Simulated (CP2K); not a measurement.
Crystal: Bi2Te2Se.

```
Bi Te Se
1.0
    10.87569    0.00000    0.00000
    10.01694    4.23576    0.00000
    10.01694    2.03083    3.71718
Bi Te Se
2 2 1
Direct
  0.39172 0.39172 0.39172
  0.60828 0.60828 0.60828
  0.78040 0.78040 0.78040
  0.21960 0.21960 0.21960
  0.00000 0.00000 0.00000
```

The cell is a database's computed one.

Base run:

```yaml
Program: CP2K 2026.2
Functional: PBEsol
Potentials_or_basis: POTENTIAL_UZH Bi GTH-PBE-q5, Te GTH-PBE-q6, Se GTH-PBE-q6; DZVP-MOLOPT-PBE-GTH basis
Density_cutoff: 6123 eV
k_mesh: 7 × 7 × 7
Occupations: fermi-dirac, width 0.05 eV
Spin: no spin polarisation
```

Its results: band gap on the k mesh 0.34 eV, direct; pressure 0.3 GPa; largest force 0.301 eV/Å.

Question: The run is repeated on the same cell with these changes: dispersion from none to D3(BJ)+ATM. What comes out?

Answer: Band gap on the k mesh 0.34 eV, direct; pressure -1.4 GPa; largest force 0.313 eV/Å.

Dispersion adds attraction, which lowers the pressure at fixed volume and, as a term added to the energy, leaves the levels alone.

Caveats: the potentials were made for another functional, which shifts forces and pressure; spin-orbit coupling is left out, which as a rule narrows the gap of such compounds by several tenths of an eV; an odd mesh through Γ misses points on the zone boundary, where band edges often lie; the basis of atomic orbitals isn't converged, which shifts pressures, moduli and gaps.
